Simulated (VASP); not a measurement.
Runs of VASP 6.6.1 on Tb. It takes space group P6_3/mmc (No. 194, hexagonal). The conventional cell has a = 3.601 Å, b = 3.601 Å, c = 5.694 Å, α = 90.00°, β = 90.00°, γ = 120.00°. Around Tb (site symmetry -6m2) lie 12 Tb at 3.53 to 3.60 Å. 

```csv
task,level,spin,U,cell,k mesh,cutoff (eV),smearing,optimiser,gap on the mesh (eV),pressure (GPa),moment (μB),relaxed volume (Å³/atom)
relaxation of cell and atoms,vdW-DF,"non-collinear, antiferromagnetic start",-,relaxed from: volume scaled by 1.25,7 × 7 × 4,680,fermi-dirac 0.05 eV,-,none,0.0,0.00,33.60
single point,LDA,"collinear, ferromagnetic start",-,as given,9 × 9 × 5,520,gaussian 0.05 eV,-,none,-4.1,0.00,-
relaxation of cell and atoms,PBEsol+U,"collinear, antiferromagnetic start",Tb f U = 4 eV,relaxed,9 × 9 × 5,600,methfessel-paxton 0.2 eV,vasp,none,0.0,0.00,(a)
single point,r2SCAN+D4+U,"collinear, antiferromagnetic start",Tb f U = 4 eV,as given,9 × 9 × 5,520,fermi-dirac 0.02 eV,-,none,(b),0.00,-
relaxation of cell and atoms,vdW-DF2,"collinear, antiferromagnetic start",-,relaxed,9 × 9 × 5,600,gaussian 0.05 eV,-,none,0.0,0.00,33.64
```

Alike in all rows: potentials or basis VASP PAW PBE potentials, release 64 (Tb_3), 4f in core.

**Question.** Fill in the values left out.

**Answer.** (a) 30.37; (b) 0.5.

Caveats: the magnetic or orbital state may not be the lowest; the PAW data sets were made with another functional, which shifts forces and pressure a little; spin-orbit coupling is left out, which moves the levels of the heavy elements; the 4f electrons are frozen in the core as for a trivalent ion, so they carry no moment and show no levels; U is put on an f shell that these potentials keep in the core, so it has next to no effect (some runs); pairwise dispersion overbinds metals, which lowers pressure and volume (some runs).

A k mesh can miss the band edges, and the runs leave out spin-orbit coupling on Tb.

A gap of «none» marks a metal or a gap under the smearing width.

Runs at the PBE level aren't shown here.
